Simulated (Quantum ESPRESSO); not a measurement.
Mg:

```
Mg
1.0
     1.83599   -1.83599   -1.67940
     1.83599    1.83599   -1.67940
     3.67198    0.00000    3.35881
Mg
2
Direct
  0.99001 0.99918 0.99062
  0.50999 0.50082 0.50938
```

This isn't the form of Mg at room conditions, which is hcp.

| Property | Result |
| --- | --- |
| Program | Quantum ESPRESSO 7.5 |
| Task | relaxation of the atoms |
| Functional | PBE |
| Dispersion | D2 |
| Potentials or basis | PseudoDojo 0.4 SR PBE stringent |
| Cutoff | 1143 eV |
| Density cutoff | 4572 eV |
| k mesh | 5 × 5 × 3 |
| Occupations | methfessel-paxton, width 0.05 eV |
| Spin | no spin polarisation |

At the start: volume 22.64 Å³/atom.

Problem. Where does the relaxation end?

Solution. Over 19 steps the energy falls by 6.9 meV/atom; space group I4/mmm (No. 139, to 0.05 Å).

Step by step:
```
step  energy change (eV)  largest force (eV/Å)
   1              0.0000                0.2655
   2             -0.0027                0.2357
   3             -0.0054                0.2043
   4             -0.0086                0.1563
   5             -0.0119                0.0832
   6             -0.0131                0.0238
   7             -0.0131                0.0223
   8             -0.0131                0.0208
   9             -0.0132                0.0191
  10             -0.0132                0.0172
  11             -0.0133                0.0158
  12             -0.0134                0.0171
  13             -0.0134                0.0226
  14             -0.0134                0.0231
  15             -0.0135                0.0228
  16             -0.0135                0.0215
  17             -0.0136                0.0186
  18             -0.0137                0.0124
  19             -0.0138                0.0042
```

Final structure:
```
CELL_PARAMETERS angstrom
1.83599 -1.83599 -1.67940
1.83599 1.83599 -1.67940
3.67198 0.00000 3.35881
ATOMIC_POSITIONS crystal
Mg 0.00037 0.00003 0.00011
Mg 0.49963 0.49997 0.49989
```

Caveat: the k mesh is coarse (spacing up to 0.43 Å⁻¹), so the values aren't converged; pairwise dispersion overbinds metals, which lowers pressure and volume.
